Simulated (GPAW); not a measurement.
# Ir in GPAW: the effect of functional

The system is Ir.

```
Ir
1.0
     2.75138    0.00000    0.00000
    -1.37569    2.38276    0.00000
     0.00000    0.00000    4.46229
Ir
2
Direct
  0.33333 0.66667 0.25000
  0.66667 0.33333 0.75000
```

This isn't the form of Ir at room conditions, which is fcc.

Alike in all runs:

```yaml
Program: GPAW 26.7.0
Task: band structure
Cutoff: 600 eV
Basis: pw
k_mesh: 11 × 11 × 6
Occupations: fermi-dirac, width 0.05 eV
Spin: no spin polarisation
```

Problem. One run gave: pressure 13.2 GPa. Which functional did it use?
A. PBEsol
B. RPBE
C. revPBE
D. LDA
E. BLYP

Solution. E.

```csv
functional,potentials or basis,pressure (GPa)
LDA,the program's PAW data sets (release 1.2.1) made for this functional,-19.6
PBE,GPAW PAW data sets (gpaw-data 1.2.1),-2.3
PBEsol,PAW data sets generated in the run's folder for this functional,-13.4
RPBE,the program's PAW data sets (release 1.2.1) made for this functional,2.2
revPBE,the program's PAW data sets (release 1.2.1) made for this functional,0.9
BLYP,PAW data sets generated in the run's folder for this functional,13.2
```
